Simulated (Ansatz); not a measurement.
## SnO2 (P4_2/mnm), clamped-ion strain scan

Level of theory: Ansatz, DFT PBE, scalar-relativistic, plane waves, PAW. Cutoff 420 eV, Γ-centred 6×6×8 k-points, Gaussian smearing of 0.05 eV. No spin polarisation. Energies are free energies at this smearing, counted from the undisturbed cell; pressure is positive in compression.

Reference structure (relaxed at this level):

```
CELL_PARAMETERS angstrom
4.82770 0.00000 0.00000
0.00000 4.82770 0.00000
0.00000 0.00000 3.23799
ATOMIC_POSITIONS crystal
Sn 0.00000 0.00000 0.00000
Sn 0.50000 0.50000 0.50000
O 0.30661 0.30661 0.00000
O 0.19339 0.80661 0.50000
O 0.69339 0.69339 0.00000
O 0.80661 0.19339 0.50000
```

The cell is strained by ε times the Voigt pattern (0, 0, 0, 0, 1, 0) (xx, yy, zz, yz, xz, xy; engineering shear) with fractional coordinates fixed.

```tsv
ε	ΔE (meV/atom)	stress summed along the pattern (GPa, tension positive)	pressure (GPa)	gap on the mesh (eV)
-0.0600	13.9	-5.89	0.7	0.70
-0.0300	3.5	-2.94	0.2	0.69
0.0000	0.0	0.00	0.0	0.68
0.0075	0.2	0.73	0.0	0.68
0.0150	0.8	1.47	0.0	0.68
0.0225	?	?	0.1	0.68
0.0375	?	3.68	0.3	?
0.0450	7.8	4.41	0.4	0.69
0.0525	10.6	5.15	0.5	0.69
```

By symmetry 0.0600 repeats -0.0600, -0.0450 repeats 0.0450, 0.0300 repeats -0.0300, -0.0150 repeats 0.0150 in energy; the slope of the energy along the path changes sign there.

(1) Give the withheld values.

## Answers

(1) ΔE (meV/atom) at ε = 0.0225: 1.9; stress summed along the pattern (GPa, tension positive) at ε = 0.0225: 2.20; ΔE (meV/atom) at ε = 0.0375: 5.4; gap on the mesh (eV) at ε = 0.0375: 0.69.

Cost: 9 runs of about 2.3 core-minutes in all, on Arm Neoverse V1 (shared hosts).